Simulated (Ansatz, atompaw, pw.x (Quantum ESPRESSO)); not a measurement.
Ga (Z = 31): does the PAW (atompaw) potential hold in the solid?

```
Element                 : Ga
Generator               : atompaw 4.2.0.5
Type                    : PAW
Functional              : PBE
Relativity              : scalar-relativistic
Frozen core             : [Ar]
Valence charge          : 13
Reference configuration : 3d10 4s2 4p1
Partial waves           : 4s (bound): rc 1.60 bohr; 4s channel at 0.9 Ry: rc 2.20 bohr; 4p (bound): rc 2.20 bohr; 4p channel at 0.7 Ry: rc 2.20 bohr; 3d (bound): rc 1.30 bohr; 3d channel at -0.9 Ry: rc 1.30 bohr
Local potential         : bessel scheme, radius 2.10 bohr
Core correction         : smooth core density matched at 1.72 bohr
Augmentation charge     : sinc compensation charge, radius 1.60 bohr; PAW radius 2.20 bohr; waves and projectors: custom rrkj vanderbiltortho
```

Atomic tests: cutoffs needed: 90 Ry and 140 Ry (the cutoffs (Ry, on a coarse ladder) from which the occupation-weighted sum of valence levels, in a spherical-Bessel basis at the reference potential, stays within 10 and 1 mRy of its value at 400 Ry); ghost test: no extra level below or beside the all-electron valence levels (s, p, d, f tested) (spherical-Bessel basis up to 400 Ry, 20 bohr box); lowest eigenvalue of the overlap operator: 0.02 (s channel).

Crystal test: fcc Ga in pw.x 7.5, no spin, 13³ k-points, Fermi–Dirac smearing 0.01 Ry, cutoffs 170/900 Ry. The reference is all-electron LAPW (Ansatz 0.2.0) with the same functional, mesh and smearing; V0 and B0 come from Birch–Murnaghan fits to the pressures at five volumes. Errors are pseudo minus all-electron; Δ is the rms difference of the E(V) curves that follow from these fits, minima aligned, over ±6 % about the mean V0. Mesh and smearing are coarse, so the numbers serve the comparison and aren't converged zero-temperature values; the lattice is a test structure that the element need not adopt.

All-electron: a0 = 4.236 Å (V0 = 19.00 Å³/atom), B0 = 48.8 GPa.

How far does the potential miss the all-electron equation of state?

mean pressure error (GPa): +0.22; a0 (Å): 4.242; a0 error (%): +0.15; B0 error (%): +0.9; Δ (meV/atom): 0.9.

| V (Å³/atom) | P all-electron (GPa) | P pseudo (GPa) |
| --- | --- | --- |
| 18.074 | 2.74 | 3.02 |
| 18.549 | 1.23 | 1.53 |
| 19.025 | -0.07 | 0.12 |
| 19.501 | -1.20 | -1.03 |
| 19.976 | -2.17 | -2.02 |

At the middle volume, how do free energy and pressure move when the wave cutoff is lowered (ecutrho held at 900 Ry)?

```json
{"cutoff (Ry)": "76", "shift of F (meV/atom)": "+143.8", "shift of P (GPa)": "-1.13"}
{"cutoff (Ry)": "102", "shift of F (meV/atom)": "+22.0", "shift of P (GPa)": "-1.12"}
{"cutoff (Ry)": "136", "shift of F (meV/atom)": "+8.7", "shift of P (GPa)": "-0.27"}
```

The run at the middle volume (84 k-points, 7 iterations) took about 59 s on one core of a shared host (Intel(R) Xeon(R) Platinum 8375C CPU @ 2.90GHz, 128 threads, 992 GiB, load 55).
